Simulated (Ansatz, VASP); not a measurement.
## CaO in VASP and in Ansatz

File INCAR:

```
ALGO     = Normal         # electronic algorithm
EDIFF    = 1E-6           # SCF threshold, eV
ENCUT    = 520            # plane-wave cutoff, eV
GGA      = PE             # functional
ISIF     = 2              # what is computed and relaxed
ISMEAR   = 0              # smearing method
LASPH    = True           # aspherical terms in the spheres
LCHARG   = True           # write CHGCAR
LELF     = True           # ELF
LREAL    = False          # projectors in reciprocal space
LVHAR    = True         
LWAVE    = False          # write WAVECAR
NBANDS   = 15             # bands
NELM     = 80             # most SCF steps
PREC     = Accurate       # precision mode
SIGMA    = 0.05           # smearing width, eV
```

The input KPOINTS:

```
k-points
0
Gamma
  12 12 12
```

Contents of POSCAR:

```
CaO
1.0
   -0.0241542257      2.4154225699      2.4154225699
    2.4154225699     -0.0241542257      2.4154225699
    2.3912683442      2.3912683442      0.0000000000
Ca O
1 1
Direct
    0.5000000000      0.5000000000      0.5000000000
    0.0000000000      0.0000000000      0.0000000000
```

Input for Ansatz:

```yaml
crystal:
  lattice:
    - [-0.0241542257, 2.4154225699, 2.4154225699]
    - [2.4154225699, -0.0241542257, 2.4154225699]
    - [2.3912683442, 2.3912683442, 0.0]
  atoms:
    - { symbol: Ca, position: [0.5, 0.5, 0.5] }
    - { symbol: O, position: [0.0, 0.0, 0.0] }
basis:
  ecutwfc: 420
  ecutrho_ratio: 4
kpoints:
  mp_grid: { grid: [12, 12, 12] }
hamiltonian:
  xc: pbe
scf:
  occupations: { method: gaussian, width: 0.05 }
output:
  forces: true
  stress: true
  eigenvalues: true
```

Change from the starting cell: strain e6 = -0.02, atoms carried along.

Alike in both runs: task single point; functional PBE; k mesh 12 × 12 × 12; occupations gaussian, width 0.05 eV; no spin polarisation.

```csv
,VASP,Ansatz
version,VASP 6.6.1,Ansatz 0.2.0
potentials or method,"VASP PAW PBE potentials, release 64 (Ca_sv, O)","scalar-relativistic, plane waves, PAW"
plane-wave cutoff (eV),520,420
valence electrons in the cell,16,16
```

Ansatz gave:

| Item | Value |
| --- | --- |
| gap on the k mesh at the Fermi level (eV) | 3.62 |
| least direct gap on the mesh (eV) | 3.98 |
| pressure (GPa) | 0.0 |
| largest component of the traceless stress (GPa) | 1.52 |

Question: Estimate VASP's values.

Answer: gap on the k mesh at the Fermi level (eV): 3.60; least direct gap on the mesh (eV): 3.97; pressure (GPa): 0.5; largest component of the traceless stress (GPa): 1.50.

A k mesh can miss the band edges.
